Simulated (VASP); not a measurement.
# Al2O3 (Corundum): relaxation of cell and atoms with LDA

The system is Al2O3 (Corundum).

```
Al O
1.0
     2.38025    1.37424    4.33187
    -2.38025    1.37424    4.33187
     0.00000   -2.74848    4.33187
Al O
4 6
Direct
  0.35216 0.35216 0.35216
  0.14784 0.14784 0.14784
  0.64784 0.64784 0.64784
  0.85216 0.85216 0.85216
  0.55668 0.94332 0.25000
  0.25000 0.55668 0.94332
  0.94332 0.25000 0.55668
  0.44332 0.05668 0.75000
  0.75000 0.44332 0.05668
  0.05668 0.75000 0.44332
```

```json
{
 "Program": "VASP 6.6.1",
 "Task": "relaxation of cell and atoms",
 "Functional": "LDA",
 "Potentials or basis": "VASP PAW LDA potentials, release 64 (Al, O)",
 "Cutoff": "600 eV",
 "k mesh": "9 × 9 × 7",
 "Occupations": "gaussian, width 0.03 eV",
 "Spin": "no spin polarisation",
 "Further INCAR settings": "ALGO = Normal; EDIFF = 1e-06; IBRION = 2; EDIFFG = -0.01; NSW = 90; ISIF = 3"
}
```

```yaml
Relaxed_volume: 8.33 Å³/atom
Relaxed_cell: a = 5.093 Å, b = 5.093 Å, c = 5.093 Å, α = 55.36°, β = 55.36°, γ = 55.36°
Space_group_after_relaxing_to_0.05_Å: R-3c (No. 167)
Energy_gained_by_relaxing: 2.8 meV/atom
Ionic_steps: 6
Pressure_after_relaxing: 0.1 GPa
Largest_force_after_relaxing: 0.006 eV/Å
Band_gap_on_the_k_mesh: 6.43 eV, direct
```

Forces on the atoms (eV/Å):
```
Al   0.000  0.000  0.006
Al   0.000  0.000 -0.006
Al   0.000  0.000 -0.006
Al   0.000  0.000  0.006
O   -0.001  0.000  0.000
O    0.000  0.000  0.000
O    0.000  0.000  0.000
O    0.001  0.000  0.000
O    0.000  0.000  0.000
O    0.000  0.000  0.000
```

Step by step:
| step | energy change (eV) | largest force (eV/Å) | pressure (GPa) | volume (Å³) |
| --- | --- | --- | --- | --- |
| 1 | 0.0000 | 0.1259 | -4.93 | 85.02 |
| 2 | -0.0035 | 0.0671 | 5.05 | 81.84 |
| 3 | -0.0274 | 0.0312 | 0.05 | 83.36 |
| 4 | -0.0274 | 0.0291 | 0.16 | 83.32 |
| 5 | -0.0276 | 0.0129 | 0.07 | 83.35 |
| 6 | -0.0276 | 0.0064 | 0.09 | 83.35 |

Final structure:
```
Al O
1.0
     2.36587    1.36594    4.29842
    -2.36587    1.36594    4.29842
     0.00000   -2.73187    4.29842
Al O
4 6
Direct
  0.35196 0.35196 0.35196
  0.14804 0.14804 0.14804
  0.64804 0.64804 0.64804
  0.85196 0.85196 0.85196
  0.55576 0.94424 0.25000
  0.25000 0.55576 0.94424
  0.94424 0.25000 0.55576
  0.44424 0.05576 0.75000
  0.75000 0.44424 0.05576
  0.05576 0.75000 0.44424
```

Levels at points of the mesh, in eV from the valence-band top:
```tsv
k point	band 20	band 21	band 22	band 23	band 24	band 25	band 26	band 27	band 28	band 29
(0.00, 0.00, 0.00)	-0.52	-0.52	-0.04	-0.04	0.00	6.43	9.08	10.78	11.54	11.54
```

It took 7.2 min on 2 MPI ranks on Intel(R) Xeon(R) 6975P-C (Granite Rapids), on a shared host, peak memory 0.47 GiB a rank.

Caveat: an odd mesh through Γ misses points on the zone boundary, where band edges often lie.
